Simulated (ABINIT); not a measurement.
The system is Bi.

```
CELL_PARAMETERS angstrom
-1.98143 1.98143 1.98143
1.98143 -1.98143 1.98143
1.98143 1.98143 -1.98143
ATOMIC_POSITIONS crystal
Bi 0.00000 0.00000 0.00000
```

This isn't the form of Bi at room conditions, which is rhombohedral.

Program: ABINIT 10.8.3 (patched build). Alike in all runs: no spin polarisation; cell as given; smearing fermi-dirac 0.05 eV. Hardware: 1 thread of Arm Neoverse V1 (shared host).

Task: Order these runs on this cell by their wall time, lowest first.
A. task single point; level LDA; potentials or basis JTH PAW LDA v2.0; k mesh 7 × 7 × 7; cutoff (eV) 408; fine-grid cutoff 816.342 eV
B. task band structure; level PBEsol; potentials or basis PseudoDojo NC SR PBEsol v0.4.1 standard; k mesh 9 × 9 × 9; cutoff (eV) 898
C. task band structure; level TB-mBJ; potentials or basis JTH PAW LDA v2.0; k mesh 9 × 9 × 9; cutoff (eV) 490; fine-grid cutoff 979.61 eV

Result: A (4.3 s), B (30 s), C (200 s).

Not every run made on this cell is shown here.
